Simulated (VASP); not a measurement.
Here is a VASP 6.6.1 calculation.

File INCAR:

```
PREC     = Accurate       # precision mode
ENCUT    = 520            # plane-wave cutoff, eV
EDIFF    = 1E-7           # SCF threshold, eV
ISMEAR   = 0              # smearing method
SIGMA    = 0.1            # smearing width, eV
LREAL    = F              # projectors in reciprocal space
LASPH    = T              # aspherical terms in the spheres
NELM     = 60             # most SCF steps
ALGO     = Fast           # electronic algorithm
ISIF     = 2              # what is computed and relaxed
LWAVE    = F              # write WAVECAR
LCHARG   = F              # write CHGCAR
GGA      = PS             # functional
NBANDS   = 10             # bands
```

File KPOINTS:

```
Automatic mesh
0
Gamma
  6 6 6
```

POSCAR

```
Cs
5.5838
    0.000000000000      0.707105508793      0.707105508793
    0.707105508793      0.000000000000      0.707105508793
    0.707105508793      0.707105508793      0.000000000000
Cs
1
Direct
    0.0000000000      0.0000000000      0.0000000000
```

Potentials or basis: VASP PAW PBE potentials, release 64 (Cs_sv).

Command:

```sh
$ cat potpaw_PBE.64/Cs_sv/POTCAR > POTCAR
$ mpirun -np 1 vasp_std > vasp.out
```

Question: Predict the pressure.

Answer: -0.2 GPa.

Question: What does it give for the band gap on the k mesh?

Answer: None (metal or under the smearing width).

Caveat: the PAW data sets were made with another functional, which shifts forces and pressure a little. Spin-orbit coupling is left out, which matters for the levels of Cs.
